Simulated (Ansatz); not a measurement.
## How an unstable Be structure lowers its energy

Theory: DFT PBEsol, scalar-relativistic, plane waves, PAW in Ansatz 0.2.0. All cells share a 420 eV cutoff and Γ-centred k meshes spaced at most 0.3 Å⁻¹ (0.19 for metals, 2π included).

The start was the graphite type (P6_3/mmc, No. 194), relaxed within its symmetry. A cell of 8 atoms (2 times the primitive one) was then disturbed at random, relaxed without symmetry and relaxed once more on a fine mesh. For metals, differences of a few meV/atom aren't resolved.

Before:

```cif
data_structure
_symmetry_space_group_name_H-M 'P6_3/mmc'
_symmetry_Int_Tables_number 194
_cell_length_a 3.6099
_cell_length_b 3.6099
_cell_length_c 3.6473
_cell_angle_alpha 90.000
_cell_angle_beta 90.000
_cell_angle_gamma 120.000
_cell_volume 41.16
loop_
_atom_site_label
_atom_site_type_symbol
_atom_site_symmetry_multiplicity
_atom_site_Wyckoff_symbol
_atom_site_fract_x
_atom_site_fract_y
_atom_site_fract_z
_atom_site_occupancy
Be1 Be 2 b 0.00000 0.00000 0.25000 1
Be2 Be 2 d 0.33333 0.66667 0.75000 1
```

After:

Space group Cmcm (No. 63). a = 3.571 Å, b = 6.180 Å, c = 6.191 Å, α = 90.00°, β = 90.00°, γ = 90.00°
```json
{"atom": "Be", "site": "4c", "symmetry": "m2m", "x": "0.5000", "y": "0.5995", "z": "0.7500"}
{"atom": "Be", "site": "4c", "symmetry": "m2m", "x": "0.5000", "y": "0.9191", "z": "0.7500"}
{"atom": "Be", "site": "8f", "symmetry": "m..", "x": "0.5000", "y": "0.7380", "z": "0.4097"}
```

Is this a distortion of the same structure or a reconstruction, and what lowers the energy?

A reconstruction, from P6_3/mmc (No. 194) to Cmcm (No. 63). Each Be has on average 11 Be contacts in place of 4, longer on average (2.02 → 2.23 Å).

What does it gain?

730 meV/atom, with the volume going from 10.29 to 8.54 Å³/atom.